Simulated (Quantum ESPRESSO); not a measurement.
The system is MoS2.

```
Mo S
1.0
     1.58000    0.91221    6.15000
    -1.58000    0.91221    6.15000
     0.00000   -1.82443    6.15000
Mo S
1 2
Direct
  0.00000 0.00000 0.00000
  0.41700 0.41700 0.41700
  0.25000 0.25000 0.25000
```

Measurements of this composition are mostly on another form, of space group No. 194.

Base run:

* Program: Quantum ESPRESSO 7.5
* Functional: PBEsol
* Potentials or basis: PseudoDojo 0.4.1 SR PBEsol standard
* Cutoff: 1088 eV
* Density cutoff: 4354 eV
* k mesh: 8 × 8 × 8
* Occupations: fixed
* Spin: no spin polarisation

Its results: band gap on the k mesh, mean-field level 0.99 eV, indirect (least direct gap 2.03 eV).

Task: The run is repeated on the same cell with these changes: k mesh from 8 × 8 × 8 to 4 × 4 × 4. What comes out?

Result: Band gap on the k mesh, mean-field level 1.18 eV, indirect (least direct gap 2.11 eV).

Caveats: some runs use coarse meshes.

A k mesh can miss the band edges.

Not every run made on this cell is shown here.
